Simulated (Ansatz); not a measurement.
A crystal in the fcc structure was computed with PBE in Ansatz (plane waves, PAW datasets (generated soft set 1); cutoff 420 eV), no spin polarisation, no spin–orbit coupling, Fermi–Dirac smearing of 0.061 eV, k-spacing 0.06 Å⁻¹. It has a₀ = 4.508 Å and B₀ = 24 GPa.

Problem. Which is it?
A. Cu
B. Sm
C. Zn
D. P
E. Sb

Solution. B. The five: Sm 4.508 Å, 24 GPa; P 3.876 Å, 92 GPa; Zn 3.929 Å, 69 GPa; Cu 3.629 Å, 141 GPa; Sb 4.790 Å, 59 GPa.

Model structures, not the usual forms at ambient conditions (metastable or hypothetical): Sm, P, Zn, Sb. The open f shell of Sm is treated without spin here, so this is a model state and not the ground state.
